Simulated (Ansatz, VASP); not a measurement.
# One calculation of Hf, two programs

```xyz
1
Lattice="0.0000 2.2200 2.2200 2.2200 0.0000 2.2200 2.2200 2.2200 0.0000" Properties=species:S:1:pos:R:3 pbc="T T T"
Hf    0.0000    0.0000    0.0000
```

This isn't the form of Hf at room conditions, which is hcp.

Alike in both runs: task relaxation of cell and atoms; functional LDA; k mesh 10 × 10 × 10; occupations fermi-dirac, width 0.05 eV; no spin polarisation.

```csv
,VASP,Ansatz
version,VASP 6.6.1,Ansatz 0.2.0
potentials or method,"VASP PAW LDA potentials, release 64 (Hf_pv)",Ansatz PAW
plane-wave cutoff (eV),600,420
valence electrons in the cell,10,26
```

Ansatz gave:

| Quantity | Value |
| --- | --- |
| gap on the k mesh at the Fermi level, each at its own relaxed structure (eV) | none |
| relaxed volume (Å³/atom) | 20.76 |
| relaxed cell length with the largest relative difference (Å) | 3.085 |
| energy change over the relaxation (meV/atom) | -21 |

Q: Which values does VASP return?

A: gap on the k mesh at the Fermi level, each at its own relaxed structure (eV): none; relaxed volume (Å³/atom): 20.78; relaxed cell length with the largest relative difference (Å): 3.086; energy change over the relaxation (meV/atom): -20.

A gap of «none» marks a metal or a gap that the smearing closes. The two sets of potentials don't hold the same shells in valence.

Caveats: the plane-wave basis is chosen anew once the cell has moved, so the energies of steps on either side of that aren't comparable (Ansatz); the PAW data sets come from PBE, with cores solved anew for the run's functional, which leaves a small shift of forces and pressure (Ansatz). The runs have no spin-orbit coupling, so splittings on Hf are missing. Zero-point motion and thermal expansion aren't in these numbers. LDA usually gives volumes a few per cent too small.
